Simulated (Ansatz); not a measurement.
Energy against volume for CoPt (CuAu type, space group P4/mmm)

CoPt (CuAu type, space group P4/mmm)

```xyz
2
Lattice="2.6948 0.0000 0.0000 0.0000 2.6948 0.0000 0.0000 0.0000 3.7242" Properties=species:S:1:pos:R:3 pbc="T T T"
Co     1.3474     1.3474     1.8621
Pt     0.0000     0.0000     0.0000
```

E(V) scan at fixed shape, V₀ the volume above. Symmetry pins the atoms to their sites.

All values below come from PBE (plane waves to 420 eV, PAW, scalar-relativistic; Ansatz, a first-principles code). k mesh 17×17×13 (Γ-centred), Fermi-Dirac smearing 0.05 eV. E stands for the smeared free energy. Compression counts positive. With the shape held, the modulus is that of even scaling; a crystal free to change shape is softer. CoPt was relaxed with its symmetry unable to fall. Relaxed CoPt ends ferromagnetic. Spin-orbit coupling is left out, though Pt is heavy. The magnetic order is the one the run started from; other orders were not tried. ΔE is measured from the relaxed starting cell.

| V/V₀ | ΔE (kJ/mol of atoms) | moment (μB/cell) | P (GPa) |
|---|---|---|---|
| 0.940 | 3.6 | 2.20 | 15.9 |
| 0.955 | 2.0 | 2.22 | 11.4 |
| 0.970 | 0.9 | 2.24 | 7.2 |
| 0.985 | 0.2 | 2.26 | 3.4 |
| 1.000 | 0.0 | 2.28 | 0.0 |
| 1.015 | 0.2 | 2.30 | -3.1 |
| 1.030 | 0.8 | 2.32 | -6.0 |
| 1.045 | 1.6 | 2.35 | -8.6 |
| 1.060 | 2.8 | 2.37 | -10.9 |

Key numbers:

Pressure at the smallest volume: 15.9 GPa
Energy cost of the largest compression: 38 meV/atom
Energy cost of the largest expansion: 29 meV/atom
Bulk modulus at fixed cell shape B₀ (third-order Birch-Murnaghan fit): 218 GPa
Pressure derivative B₀′ (fit): 5.3
Equilibrium volume of the fit: 13.52 Å³/atom
Pressure for 5 % compression (fit): 12.8 GPa

The 9 points together took around 5 core-minutes (rough).

(Under strain, the slope of the energy per volume gives the stress and its curvature an elastic modulus.)
